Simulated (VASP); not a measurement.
Here is a VASP 6.6.1 calculation.

The input INCAR:

```
SYSTEM = C
  PREC = Accurate
  ENCUT = 520
  EDIFF = 1E-7
  ISMEAR = 0
  SIGMA = 0.02
  LREAL = .False.
  LASPH = .True.
  NELM = 80
  ALGO = Fast
  ISIF = 3
  LWAVE = .False.
  LCHARG = .False.
  GGA = PE
  IBRION = 2
  NSW = 80
  EDIFFG = -0.002
  KPAR = 4
```

KPOINTS

```
regular mesh
0
Gamma
  14 14 14
  0 0 0
```

POSCAR

```
C
1.0
    0.0000000000      1.7833700000      1.7833700000
    1.7833700000      0.0000000000      1.7833700000
    1.7833700000      1.7833700000      0.0000000000
C
2
Direct
    0.0000000000      0.0000000000      0.0000000000
    0.2500000000      0.2500000000      0.2500000000
```

Potentials or basis: VASP PAW PBE potentials, release 64 (C).

The run is started by

```bash
$ cat potpaw_PBE.64/C/POTCAR > POTCAR
$ mpirun -np 4 vasp_std > vasp.out
```

Q: What does it give for the space group after relaxing (to 0.05 Å)?

A: Fd-3m (No. 227).

Q: What does it give for the relaxed cell?

A: a = 2.527 Å, b = 2.527 Å, c = 2.527 Å, α = 60.00°, β = 60.00°, γ = 60.00°.

Q: What does it give for the band gap on the k mesh?

A: 4.12 eV, indirect (least direct gap 5.57 eV).

Final structure:
```
C
1.0
     0.00000    1.78671    1.78671
     1.78671    0.00000    1.78671
     1.78671    1.78671    0.00000
C
2
Direct
  0.00000 0.00000 0.00000
  0.25000 0.25000 0.25000
```

A k mesh can miss the band edges. Zero-point motion and thermal expansion aren't in these numbers.
